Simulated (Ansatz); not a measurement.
Runs of Ansatz 0.2.0 on SnSe. The cell holds a slab with vacuum, 4 atoms: a = 4.285 Å, b = 4.285 Å, c = 10.991 Å, α = 90.00°, β = 90.00°, γ = 90.00°. 

```tsv
level	gap on the mesh (eV)	relaxed volume (Å³/atom)
PBE	1.51	(b)
PBE+D3(BJ)-ATM	0.45	26.76
PBE+D3(BJ)	0.44	26.66
PBE+D4	0.44	(a)
```

Alike in all rows: task relaxation of cell and atoms; potentials or basis Ansatz PAW; no spin polarisation; cell relaxed; k mesh 6 × 6 × 3; cutoff (eV) 420; smearing fermi-dirac 0.05 eV.

Question: Fill in the values left out.

Answer: (a) 26.62; (b) 51.12.

Caveats: odd divisions of the mesh miss points on the zone boundary, where band edges often lie, so the gap on the mesh can be too wide; the plane-wave basis is chosen anew once the cell has moved, so the energies of steps on either side of that aren't comparable; spin-orbit coupling is left out, which moves the levels of the heavy elements; the volume moved by over 15 % at a fixed basis, so the end points are rough (some runs).

A k mesh can miss the band edges, and the runs leave out spin-orbit coupling on Se, Sn.
